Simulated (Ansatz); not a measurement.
# Hf2S: the cost of one run

Computed with Ansatz 0.2.0 (DFT PBE, scalar-relativistic, plane waves, PAW, unless a step's input says otherwise).

### 1 Starting point

The structure is tetragonal, space group P4/mmm (No. 123). The conventional cell has a = 3.262 Å, b = 3.262 Å, c = 6.519 Å, α = 90.00°, β = 90.00°, γ = 90.00°. Around Hf (site symmetry 4mm) lie 1 S at 2.01 Å. S (site symmetry 4/mmm) is surrounded by 2 Hf at 2.01 Å.

Coordinates:

```cif
data_structure
_symmetry_space_group_name_H-M 'P 1'
_symmetry_Int_Tables_number 1
_cell_length_a 3.2615
_cell_length_b 3.2615
_cell_length_c 6.5194
_cell_angle_alpha 90.000
_cell_angle_beta 90.000
_cell_angle_gamma 90.000
_cell_volume 69.35
loop_
_atom_site_label
_atom_site_type_symbol
_atom_site_fract_x
_atom_site_fract_y
_atom_site_fract_z
_atom_site_occupancy
Hf1 Hf 0.00000 0.00000 0.80885 1
Hf2 Hf 0.00000 0.00000 0.19115 1
S1 S 0.00000 0.00000 0.50000 1
```

Recipe of the guess: random cell by space group and Wyckoff sites (P4/mmm, No. 123). Lengths come from tabulated atomic sizes and are only a guess.

### 2 Probe: one point on a coarse mesh

input.yaml reads:

```yaml
crystal:
  lattice:
    - [3.26151623, 0.0, 0.0]
    - [0.0, 3.26151623, 0.0]
    - [0.0, 0.0, 6.5193624]
  atoms:
    - { symbol: Hf, position: [0.0, 0.0, 0.80885163] }
    - { symbol: Hf, position: [0.0, 0.0, 0.19114837] }
    - { symbol: S, position: [0.0, 0.0, 0.5] }
basis:
  ecutwfc: 420
kpoints:
  mp_grid: { grid: [6, 6, 4] }
hamiltonian:
  xc: pbe
scf:
  occupations: { method: gaussian, width: 0.1 }
  lower_state_search: "off"
output:
  forces: true
  stress: true
  eigenvalues: true
```

The run is started by

```sh
> ansatz run input.yaml --threads 1 --pin off --max-ram 2560MiB --backend cpu --events-out ev --progress --plain --runs-dir out
```

What time and memory should one allow on 1 thread of Intel Xeon Platinum 8259CL at 2.50GHz (Skylake/Cascade Lake), shared host?

About 4.2 s, with a peak of 0.42 GiB.
